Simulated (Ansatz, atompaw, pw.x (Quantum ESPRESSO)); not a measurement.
# silicon (Si) (fcc): variants of one PAW (atompaw) potential in the solid

```
Element                 : Si (Z = 14)
Generator               : atompaw 4.2.0.5
Type                    : PAW
Functional              : LDA (PW92)
Relativity              : scalar-relativistic
Frozen core             : [Ne]
Valence charge          : 4
Reference configuration : 3s1.75 3p2.25
Partial waves           : 3s (bound): rc 2.00 bohr; 3s channel at -0.3 Ry: rc 2.00 bohr; 3p (bound): rc 2.00 bohr; 3p channel at 3.55 Ry: rc 2.00 bohr
Local potential         : ultrasoft scheme with l = 2 at 1 Ry, radius 1.90 bohr
Core correction         : smooth core density matched at 1.20 bohr
Augmentation charge     : besselshape compensation charge, radius 1.90 bohr; PAW radius 2.00 bohr; waves and projectors: custom rrkj vanderbiltortho
```

Crystal test: fcc Si in pw.x 7.5, no spin, 15³ k-points, Fermi–Dirac smearing 0.01 Ry, cutoffs set for each file from its atomic test. The reference is all-electron LAPW (Ansatz 0.2.0) with the same functional, mesh and smearing; V0 and B0 come from Birch–Murnaghan fits to the pressures at five volumes. Errors are pseudo minus all-electron; Δ is the rms difference of the E(V) curves that follow from these fits, minima aligned, over ±6 % about the mean V0. Mesh and smearing are coarse, so the numbers serve the comparison and aren't converged zero-temperature values; the lattice is a test structure that the element need not adopt.

All-electron: a0 = 3.818 Å (V0 = 13.92 Å³/atom), B0 = 90.0 GPa.

Base: This is a poor potential for the solid.

1 further variants are left out: they gave no file fit for a test, a broken result, the same result as the base, or pressures whose basis-set error rivals the error shown.

```csv
change,cutoffs (Ry),pw.x,a0 (Å),a0 error (%),B0 error (%),Δ (meV/atom),mean pressure error (GPa)
base,40/400,converged,3.762,-1.48,+3.2,12.2,-3.89
wave 3s channel at -0.3 Ry: rc 2.00 bohr becomes 3s channel at -0.43 Ry: rc 2.00 bohr,40/400,converged,3.762,-1.48,+3.3,12.2,-3.89
core correction smooth core density matched at 0.82 bohr,40/400,converged,3.762,-1.48,+3.3,12.2,-3.90
"augmentation besselshape compensation charge, radius 1.48 bohr; PAW radius 2.00 bohr; waves and projectors: custom rrkj vanderbiltortho",40/400,converged,3.763,-1.45,+3.6,12.0,-3.82
```

Give the row for: local potential ultrasoft scheme with l = 2 at 1 Ry, radius 1.32 bohr.

pw.x: converged; mean pressure error (GPa): -0.79; a0 (Å): 3.807; a0 error (%): -0.29; B0 error (%): +0.5; Δ (meV/atom): 2.4.
